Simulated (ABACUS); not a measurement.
Runs of ABACUS 3.10.1 on Ta. Symmetry: Im-3m, No. 229, cubic system. Conventional cell: a = 3.303 Å, b = 3.303 Å, c = 3.303 Å, α = 90.00°, β = 90.00°, γ = 90.00°. Ta (site symmetry m-3m) has 8 Ta at 2.86 Å as nearest neighbours. 

| level | pressure (GPa) | relaxed volume (Å³/atom) |
| --- | --- | --- |
| PBEsol | 0.0 | 17.54 |
| SOGGA | 0.0 | (b) |
| TPSS | 0.0 | 17.90 |
| LDA | 0.0 | (a) |
| RPBE | 0.0 | 18.84 |

Alike in all rows: task relaxation of cell and atoms; potentials or basis SG15 ONCV 1.2 PBE, DZP LCAO (the cutoffs set its grid); no spin polarisation; cell relaxed; k mesh 8 × 8 × 8; cutoff (eV) 1361; smearing fermi-dirac 0.05 eV.

Problem. Estimate the missing entries.

Solution. (a) 16.71; (b) 17.55.

Caveats: the atomic orbitals were generated for these runs and aren't a published set; the potentials were made for another functional, which shifts forces and pressure; the basis of atomic orbitals isn't converged, which shifts pressures, moduli and gaps.

Runs at the PBE level aren't shown here.
